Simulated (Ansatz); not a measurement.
## TiO2: 49Ti NMR of the central transition

Cell: a structure deposited in the COD whose atoms were relaxed with PBE, the cell held.

Space group I4_1/amd:1 (No. 141); a = 3.7842, c = 9.5146 Å.

```
site  Wyckoff  site symmetry       x       y       z
  Ti       4a           -4m2  0.0000  0.0000  0.0000
   O       8e           2mm.  0.0000  0.0000  0.2088
```

One atom of each set is listed; the run and its k-mesh use a cell of 6 atoms with edges of 5.46, 5.46, 5.46 Å.

Level of theory: DFT, PBEsol, plane waves and PAW, scalar-relativistic, 420 eV cutoff, Γ-centred 11×11×11 k-points, Fermi–Dirac smearing 0.02 eV (Ansatz 0.2.0).

49Ti has I = 7/2 and Q = 247.0 mb (Pyykkö 2018); at 16.4 T its Larmor frequency is ν₀ = 39.4 MHz. Only the quadrupole interaction is simulated: positions count from each site's isotropic chemical shift, and J coupling is left out, as are shift anisotropy and dipolar coupling, which fast spinning averages.

**Question.** Simulate the second-order pattern (fast magic-angle spinning, Gaussian broadening 0.2 kHz) of site Ti (6 O at 1.93–1.99 Å).

**Answer.** The calculation gives C_Q = 7.52 MHz and η = 0.00, so ν_Q = 0.537 MHz and the centre of gravity lies at -92.7 ppm (-3.65 kHz).

| offset (kHz) | height |
| --- | --- |
| -9.454 | 0 |
| -9.081 | 4 |
| -8.708 | 6 |
| -8.335 | 6 |
| -7.962 | 7 |
| -7.589 | 7 |
| -7.216 | 7 |
| -6.843 | 7 |
| -6.470 | 8 |
| -6.097 | 8 |
| -5.724 | 83 |
| -5.351 | 73 |
| -4.978 | 54 |
| -4.605 | 48 |
| -4.232 | 45 |
| -3.859 | 44 |
| -3.486 | 44 |
| -3.113 | 45 |
| -2.740 | 48 |
| -2.366 | 54 |
| -1.993 | 65 |
| -1.620 | 100 |
| -1.247 | 89 |
| -0.874 | 0 |

An axis of threefold or higher order runs through Ti, so V_zz lies along it and η is zero.

The run took 18 s of wall time (18 s of CPU time) and 0.47 GiB at its peak, on 1 thread of Arm Neoverse V1 (aarch64; 8 cores open to the job, memory cap 3.0 GiB, no GPU), a shared host with a load of 0.7 a core.
